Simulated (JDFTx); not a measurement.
The system is TiTe.

```xyz
2
Lattice="0.0000 3.3106 3.3106 3.3106 0.0000 3.3106 3.3106 3.3106 0.0000" Properties=species:S:1:pos:R:3 pbc="T T T"
Ti    0.0000    0.0000    0.0000
Te    1.6553    1.6553    1.6553
```

The cell comes from a database or a generator and needn't be the stable form of this composition.

* Program: JDFTx 1.7.0 (patched build)
* Task: relaxation of cell and atoms
* Functional: PBE
* Potentials or basis: Ansatz-NC-SR-PBE with smoothed tails
* Cutoff: 1170 eV
* Density cutoff: 9361 eV
* k mesh: 4 × 4 × 4
* Occupations: fermi-dirac, width 0.05 eV
* Spin: no spin polarisation

At the start: pressure -6.2 GPa; volume 36.28 Å³/atom.

Question: How do energy, volume and symmetry change on relaxing?

Answer: Over 7 steps the energy falls by 127.2 meV/atom and the volume is 30.61 Å³/atom (-15.6 %); space group F-43m (No. 216, to 0.05 Å).

Step by step:
| step | energy change (eV) | largest force (eV/Å) | pressure (GPa) | volume (Å³) |
| --- | --- | --- | --- | --- |
| 1 | 0.0000 | 0.0000 | -6.16 | 72.57 |
| 2 | -0.0889 | 0.0000 | -5.30 | 70.09 |
| 3 | -0.2403 | 0.0000 | 2.12 | 59.01 |
| 4 | -0.2543 | 0.0000 | -0.20 | 61.46 |
| 5 | -0.2545 | 0.0000 | -0.02 | 61.24 |
| 6 | -0.2545 | 0.0000 | 0.00 | 61.22 |
| 7 | -0.2545 | 0.0000 | 0.00 | 61.22 |

Final structure:
```yaml
crystal:
  lattice:
    - [0.00000, 3.12822, 3.12822]
    - [3.12822, 0.00000, 3.12822]
    - [3.12822, 3.12822, 0.00000]
  atoms:
    - { symbol: Ti, position: [0.00000, 0.00000, 0.00000] }
    - { symbol: Te, position: [0.25000, 0.25000, 0.25000] }
```

Caveat: the k mesh is coarse (spacing up to 0.41 Å⁻¹), so the values aren't converged; the volume moved by over 15 % at a fixed basis, so the end points are rough; the plane waves are those of the starting cell, so after so large a change of volume the result is rough.
